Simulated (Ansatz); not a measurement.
# V (Im-3m) in Ansatz: a series of runs

One crystal, V, is run at these levels: PBE; tasks: single point.

All numbers are computed with Ansatz 0.2.0; they aren't measurements. Logs are shortened: lines on timing, memory, paths and dates and some standing lists are left out, and cuts for length are marked.

## 1. The crystal as given

It takes space group Im-3m (No. 229, cubic). The conventional cell has a = 3.029 Å, b = 3.029 Å, c = 3.029 Å, α = 90.00°, β = 90.00°, γ = 90.00°. V (site symmetry m-3m) has 8 V at 2.62 Å as nearest neighbours.

## 2. Single point, PBE

input.yaml reads:

```yaml
crystal:
  lattice:
    - [-1.51435, 1.51435, 1.51435]
    - [1.51435, -1.51435, 1.51435]
    - [1.51435, 1.51435, -1.51435]
  atoms:
    - { symbol: V, position: [0.0, 0.0, 0.0] }
hamiltonian:
  xc: pbe
  pseudopotentials: { kind: paw }
kpoints:
  mp_grid: { grid: [12, 12, 12] }
scf:
  occupations: { method: fermi_dirac, width: 0.05 }
output:
  forces: true
  stress: true
  eigenvalues: true
  write_density: true
  write_potential: true
  elf: true
  volumetric_format: npy
```

Potentials or basis: Ansatz PAW.

Command:

```sh
$ ansatz run input.yaml --threads 2 --pin off --max-ram 5632MiB --backend cpu --events-out ev --progress --plain --runs-dir out
```

Output:

```text
Warning: RAYON_NUM_THREADS=2 ignored (pool sized by the plan → 2); use --threads N
Engine: ansatz 0.2.0, x86_64-unknown-linux-gnu
Pseudopotentials: kind: paw
Pseudopotential: V, paw, valence charge 13, recommended cutoff 420 eV (normal), V.paw.azcp
Functional definition: PBE
  parameter kappa = 0.804
  parameter beta = 0.06672455060314922
  exchange = pbe_x(kappa = kappa, mu = beta*pi^2/3)
  correlation = pbe_c(beta = beta)
Crystal: 1 atoms, lattice volume = 13.891 Å³
Basis set: ecut = 420 eV, 249 PW (Γ), exchange–correlation on 36×36×36 points (8 copies of the dense FFT grid, shifted against one another)
Bands: 11, of which v1, the nominal top of the filled ones, is band 7 counted from 1 (6 counted from 0)
Symmetry: 48 space group operations
Space group: Im-3m (ITA 229), of the structure as read, at distance tolerance 2.4e-5 Å
k-points: 72 of 1728
Non-local potential: V, projectors of the file, l = 0: 3, l = 1: 2, l = 2: 3, l = 3: 1
PAW form: soft (Blöchl's): semilocal exchange-correlation on the pseudo side does not see the compensation charge
PAW one-centre angular grid: V, 590 points (default); XC on 64 Gauss nodes
Initial density: superposition of atomic densities (neutral atoms: chi_scale 0, normalization atom), corrected by the library's trained network
Initial wavefunctions: pseudopotential atomic-orbital guess
Functional: x = pbe(κ = 0.804, μ = 0.2195149727645171), c = pbe(β = 0.06672455060314922)
SCF iter   1: F=—  HF=-2912.405518 eV  |F-HF|=—  |Δ(HF+E_count)|=         —  Δρ=4.04e-3  dr2=6.38e-4  ethr=1.77e-3  ⟨swp⟩=4.1  Hψ=3895  notcnv=0
preconditioner: auto → none  [metal: Δε(μ)=0.011 eV  Ē_g=6.536 eV  σ=0.050 eV  W_gap=0.05  n_scr=0 (ndim 8)  ℏωp=22.3 eV  f_vac=0.000  D(μ)=2.20/eV (n_scr^D=42)]
SCF iter   2: F=—  HF=-2912.405507 eV  |F-HF|=—  |Δ(HF+E_count)|=   1.09e-5  Δρ=2.05e-3  dr2=1.64e-4  ethr=4.90e-6  ⟨swp⟩=1.0  Hψ=1368  notcnv=0
SCF iter   3: F=—  HF=-2912.405568 eV  |F-HF|=—  |Δ(HF+E_count)|=   6.08e-5  Δρ=4.36e-4  dr2=2.01e-5  ethr=1.26e-6  ⟨swp⟩=2.5  Hψ=1143  notcnv=0
SCF iter   4: F=—  HF=-2912.405550 eV  |F-HF|=—  |Δ(HF+E_count)|=   1.83e-5  Δρ=4.86e-5  dr2=2.95e-7  ethr=1.54e-7  ⟨swp⟩=2.9  Hψ=1270  notcnv=0
iter 5 did not close the SCF: its close was put off for the readings that it lacked (scf_convergence_deferred on its scf_iter line)
SCF iter   5: F=-2912.405550 eV  HF=-2912.405550 eV  |F-HF|=2.39e-8  |Δ(HF+E_count)|=   5.82e-8  Δρ=1.79e-5  dr2=3.32e-8  ethr=2.27e-9  ⟨swp⟩=1.0  Hψ=784  notcnv=0
SCF iter   6: F=-2912.405550 eV  HF=-2912.405550 eV  |F-HF|=1.06e-10  |Δ(HF+E_count)|=   7.97e-9  Δρ=1.72e-6  dr2=1.78e-10  ethr=2.56e-10  ⟨swp⟩=4.3  Hψ=3543  notcnv=0
SCF 1 converged in 6 iterations: F = -2912.405550 eV  dr2 = 1.78e-10
SCF converged after 6 iterations
Free energy (F): -2912.405550 eV
Harris-Foulkes:  -2912.405550 eV  (|F-HF|=1.06e-10)
Internal energy: -2912.387655 eV  (E = F + TS)
E sigma→0 (E₀):  -2912.396602 eV
Entropy (-TS):   -0.017895 eV (-17.895 meV/atom)
Fermi energy:    15.941933 eV
--- Per-component energies (eV) ---
  E_band       = -152.166267
  E_kinetic    = 335.568966
  E_local      = -915.340179  (includes V_loc(G=0)·N_el)
  E_nonlocal   = -45.728817
  E_hartree    = 417.925017
  E_xc         = -130.233437
  E_vxc        = -165.080547  (∫ρ·V_xc dr)
  E_paw        = -1112.529659  (= ΣΔE_a)
  E_vpaw       = -197.435492  (= ΣTr[D̂ρ^β])
  E_aug_tail   = 0.000257  (compensation charges beyond the density's cutoff)
  E_ewald      = -1462.049804
  E_smearing   = -0.017895  (= −TS)
  E_closure    = -0.000000  (closes the sum)
  Σ components = -2912.405550   (vs F -2912.405550, Δ=0.00e0)
--- Forces (eV/Å), atoms counted from 1 ---
  atom   1  V     -0.00000000     0.00000000     0.00000000
  max |Σ_I F_I| component: 5.03e-32 eV/Å
--- Stress (GPa, compression-positive) ---
       -5.361197      -0.000000       0.000000
       -0.000000      -5.361197       0.000000
        0.000000      -0.000000      -5.361197
  P = ⅓ Tr σ = -5.3612 GPa (-53.612 kbar)
--- Band table (eV; the first three rows and the last of 72) ---
  k-point 0: bands = ["-47.7813", "-21.1266", "-21.1266", "-21.1266", "9.4218", "16.3551", "16.3551", "16.3551", "18.2935", "18.2935", "36.2375"]
  k-point 1: bands = ["-47.7698", "-21.1837", "-21.1442", "-21.1270", "9.6927", "16.2425", "16.3279", "16.5466", "18.1703", "18.3016", "35.6683"]
  k-point 2: bands = ["-47.7380", "-21.3380", "-21.1920", "-21.1280", "10.4552", "15.9466", "16.1806", "17.0940", "17.9780", "18.3337", "34.0546"]
  k-point 71: bands = ["-47.4847", "-21.6884", "-21.6884", "-21.6884", "13.0891", "13.0891", "19.5352", "19.5352", "19.5352", "25.8695", "25.8695"]
```

It took 0.49 s on 2 threads of Intel Xeon Platinum 8488C (Sapphire Rapids), shared host; peak memory 0.33 GiB.

Results:

```
Free energy            : -2912.4055 eV
Pressure               : -5.4 GPa
Band gap on the k mesh : none (metal or under the smearing width)
```

## 3. Single point, PBE, collinear spin, ferromagnetic start

input.yaml reads:

```yaml
crystal:
  lattice:
    - [-1.51435, 1.51435, 1.51435]
    - [1.51435, -1.51435, 1.51435]
    - [1.51435, 1.51435, -1.51435]
  atoms:
    - { symbol: V, position: [0.0, 0.0, 0.0], spin: 2.0 }
hamiltonian:
  xc: pbe
  pseudopotentials: { kind: paw }
magnetization:
  spin_polarized: true
kpoints:
  mp_grid: { grid: [12, 12, 12] }
scf:
  occupations: { method: fermi_dirac, width: 0.05 }
output:
  forces: true
  stress: true
  eigenvalues: true
```

Potentials or basis: Ansatz PAW.

Command:

```sh
$ ansatz run input.yaml --threads 2 --pin off --max-ram 5632MiB --backend cpu --events-out ev --progress --plain --runs-dir out
```

It took 1.2 s on 2 threads of Intel Xeon Platinum 8488C (Sapphire Rapids), shared host; peak memory 0.35 GiB.

It converged, with:

- Free energy: -2912.4055 eV
- Pressure: -5.4 GPa
- Band gap on the k mesh: none (metal or under the smearing width)
- Net moment: 0.00 μB per cell
- Absolute moment: 0.00 μB per cell

Levels at points of the mesh, in eV from the Fermi level:
Spin up:
```csv
k point,band 4,band 5,band 6,band 7,band 8,band 9
"(0.00, 0.00, 0.00)",-37.07,-6.52,0.41,0.41,0.41,2.35
"(0.00, 0.00, -0.50)",-37.07,-3.07,-1.07,1.53,2.34,2.69
"(-0.50, -0.50, -0.50)",-37.63,-2.85,-2.85,3.59,3.59,3.59
```
Spin down:
| k point | band 4 | band 5 | band 6 | band 7 | band 8 | band 9 |
| --- | --- | --- | --- | --- | --- | --- |
| (0.00, 0.00, 0.00) | -37.07 | -6.52 | 0.41 | 0.41 | 0.41 | 2.35 |
| (0.00, 0.00, -0.50) | -37.07 | -3.07 | -1.07 | 1.53 | 2.34 | 2.69 |
| (-0.50, -0.50, -0.50) | -37.63 | -2.85 | -2.85 | 3.59 | 3.59 | 3.59 |

Caveat: the starting moments weren't kept.

## 4. Single point, PBE, collinear spin, random start

Edit input.yaml of step 3 so:

```diff
@@ -6,3 +6,3 @@
   atoms:
-    - { symbol: V, position: [0.0, 0.0, 0.0], spin: 2.0 }
+    - { symbol: V, position: [0.0, 0.0, 0.0], spin: -2.03 }
 hamiltonian:
@@ -20 +20,5 @@
   eigenvalues: true
+  write_density: true
+  write_potential: true
+  elf: true
+  volumetric_format: npy
```

Command:

```sh
$ ansatz run input.yaml --threads 2 --pin off --max-ram 5632MiB --backend cpu --events-out ev --progress --plain --runs-dir out
```

Wall time 1.5 s (2 threads of Intel Xeon Platinum 8488C (Sapphire Rapids), shared host); peak memory 0.36 GiB.

The run converged. Its results:

| Property | Result |
| --- | --- |
| Free energy | -2912.4055 eV |
| Pressure | -5.4 GPa |
| Band gap on the k mesh | none (metal or under the smearing width) |
| Net moment | 0.00 μB per cell |
| Absolute moment | 0.00 μB per cell |

Levels at points of the mesh, in eV from the Fermi level:
Spin up:
```csv
k point,band 4,band 5,band 6,band 7,band 8,band 9
"(0.00, 0.00, 0.00)",-37.07,-6.52,0.41,0.41,0.41,2.35
"(0.00, 0.00, -0.50)",-37.07,-3.07,-1.07,1.53,2.34,2.69
"(-0.50, -0.50, -0.50)",-37.63,-2.85,-2.85,3.59,3.59,3.59
```
Spin down:
| k point | band 3 | band 4 | band 5 | band 6 | band 7 | band 8 | band 9 | band 10 |
| --- | --- | --- | --- | --- | --- | --- | --- | --- |
| (0.00, 0.00, 0.00) | -37.07 | -37.07 | -6.52 | 0.41 | 0.41 | 0.41 | 2.35 | 2.35 |
| (0.00, 0.00, -0.50) | -37.33 | -37.07 | -3.07 | -1.07 | 1.53 | 2.34 | 2.69 | 3.97 |
| (-0.50, -0.50, -0.50) | -37.63 | -37.63 | -2.85 | -2.85 | 3.59 | 3.59 | 3.59 | 9.93 |

Caveat: the starting moments weren't kept.

## 5. Overview

```csv
spin,gap on the mesh (eV),pressure (GPa),moment (μB)
off,none,-5.4,-
"collinear, ferromagnetic start",none,-5.4,0.00
"collinear, random start",none,-5.4,0.00
```

Alike in all rows: task single point; level PBE; potentials or basis Ansatz PAW; cell as given; k mesh 12 × 12 × 12; cutoff (eV) 420; smearing fermi-dirac 0.05 eV.

Every run on the cell as given and a fine mesh finds a metal.

Caveats: the starting moments weren't kept (some runs).

Total energies depend on the potentials used, so only differences within one code and one set of settings carry meaning.
